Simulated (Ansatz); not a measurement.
**NbP (NiAs type): a single-point run**

Wanted: a converged single-point run for NbP (NiAs type), and a check of what comes out. The structure is shown as the input types it.

Program: Ansatz 0.2.0. Level of theory: DFT PBE, scalar-relativistic, plane waves, PAW. These are calculated values, not measurements.

2 further runs of the same task are left out: 2 that didn't finish. Runs told in other sessions of the task aren't counted.

## 1. The starting structure

The structure is hexagonal, space group P6_3/mmc (No. 194). Conventional cell: a = 3.316 Å, b = 3.316 Å, c = 6.716 Å, α = 90.00°, β = 90.00°, γ = 120.00°. Nb (site symmetry -3m) is surrounded by 6 P at 2.55 Å. P (site symmetry -6m2) is surrounded by 6 Nb at 2.55 Å.

As a file:

```xyz
4
Lattice="3.3163 0.0000 0.0000 -1.6581 2.8720 0.0000 0.0000 0.0000 6.7164" Properties=species:S:1:pos:R:3 pbc="T T T"
Nb    0.0000    0.0000    0.0000
Nb    0.0000    0.0000    3.3582
P     0.0000    1.9147    1.6791
P     1.6581    0.9573    5.0373
```

## 2. Running it

File input.yaml:

```yaml
crystal:
  lattice:
    - [3.316288679002, 0.0, 0.0]
    - [-1.658144339501, 2.871990242298, 0.0]
    - [0.0, 0.0, 6.7163979592]
  atoms:
    - { symbol: Nb, position: [0.0, 0.0, 0.0] }
    - { symbol: Nb, position: [0.0, 0.0, 0.5] }
    - { symbol: P, position: [0.3333333333333, 0.6666666666667, 0.25] }
    - { symbol: P, position: [0.6666666666667, 0.3333333333333, 0.75] }
basis:
  ecutwfc: 420
  ecutrho_ratio: 1
kpoints:
  mp_grid: { grid: [10, 10, 8] }
hamiltonian:
  xc: pbe
scf:
  occupations: { method: gaussian, width: 0.05 }
  max_iter: 50
output:
  forces: true
  stress: true
```

The run is started by

```bash
$ ansatz run input.yaml --threads 2 --pin off --max-ram 2662MiB --backend cpu --events-out ev --progress --plain --runs-dir out
```

Q: Will this input give a usable result? If not, why, and what should change?

This run ends as converged, with warnings (cutoff below recommended). Its log warns: «basis.ecutrho_ratio = 1 (ecutrho = 420 eV) is below the records' recommended 1680 eV»

In the input, basis.ecutrho_ratio is 1. The density grid can't hold the products of the orbitals.

Run again and compare: set basis.ecutrho_ratio to 4.
